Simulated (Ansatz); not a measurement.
# Energy ranking of HfN structures

All numbers below come from DFT r2SCAN, scalar-relativistic, plane waves, PAW in Ansatz 0.2.0. All cells share a 500 eV cutoff and Γ-centred k meshes spaced at most 0.3 Å⁻¹ (0.19 for metals, 2π included).

All energies are static (0 K, no zero-point motion). Larger cells and other orderings weren't all tried, so the list isn't exhaustive. The k mesh leaves about 4 meV/atom of noise in metals. Spin–orbit coupling is left out. No run is spin-polarised.

| # | started from | space group | atoms | V (Å³/atom) | ΔE (meV/atom) | gap on mesh (eV) |
| --- | --- | --- | --- | --- | --- | --- |
| 1 | database cell | Fm-3m (No. 225) | 2 | 11.6 | 0 | 0.00 |
| 2 | database cell | P6_3/mmc (No. 194) | 4 | 11.6 | 12 | 0.00 |
| 3 | database cell | F-43m (No. 216) | 2 | 14.6 | 244 | 0.00 |
| 4 | CuAu (L1_0) type, changed | Pm-3m (No. 221) | 2 | 11.0 | 1023 | 0.00 |

The lowest structure: Space group Fm-3m (No. 225), cubic, a = 4.525 Å. Hf has 6 N at 2.26 Å; N has 6 Hf at 2.26 Å. Its energy against the elements is -1.88 eV/atom. Formation energies are uncorrected and refer to the lowest elemental structures computed at the same level (N₂ as a molecule).

```xyz
2
Lattice="0.0000 2.2627 2.2627 2.2627 0.0000 2.2627 2.2627 2.2627 0.0000" Properties=species:S:1:pos:R:3 pbc="T T T"
Hf    0.0000    0.0000    0.0000
N     2.2627    2.2627    2.2627
```

The second: Space group P6_3/mmc (No. 194), hexagonal, a = 3.144 Å, c = 5.425 Å. Hf has 6 N at 2.27 Å; N has 6 Hf at 2.27 Å (next N at 2.71 Å).